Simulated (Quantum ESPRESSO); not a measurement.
A run of Quantum ESPRESSO 7.5:

pw.in

```
&CONTROL
  calculation = 'scf'
  prefix = 'pwscf'
  outdir = './tmp'
  pseudo_dir = './pseudo'
  tprnfor = .true.
  tstress = .true.
  disk_io = 'nowf'
/
&SYSTEM
  ibrav = 0
  nat = 2
  ntyp = 1
  ecutwfc = 55
  ecutrho = 440
  nbnd = 18
  occupations = 'smearing'
  smearing = 'fd'
  degauss = 0.00367493
/
&ELECTRONS
  conv_thr = 4d-10
  electron_maxstep = 120
  mixing_beta = 0.5
/
ATOMIC_SPECIES
Cu    63.5460 Cu.paw.z_11.ld1.psl.v1.0.0-low.upf
CELL_PARAMETERS angstrom
  -1.5174913400    1.3756329300    1.4026501800
   1.4751075000   -1.4270945600    1.4121680500
   2.9027529500    2.7128816000   -0.0983950600
ATOMIC_POSITIONS crystal
Cu     0.9968402300    0.9996498300    0.0007723400
Cu     0.5031597700    0.5003501700    0.4992276600
K_POINTS automatic
11 11 7 0 0 0
```

Potentials or basis: SSSP 1.3 efficiency PBE.

Run with:

```sh
$ OMP_NUM_THREADS=1 pw.x -in pw.in > pw.out
```

Hardware: 1 thread of Intel(R) Xeon(R) Platinum 8488C (Sapphire Rapids), on a shared host.

Q: How long does it take, and how much memory?

A: Wall time 90 s on 1 thread of Intel(R) Xeon(R) Platinum 8488C (Sapphire Rapids), with other jobs on the host, peak memory 0.24 GiB. Counts: scf iterations 8, k pools 1, bands 18, k points 424, g dense 24039.
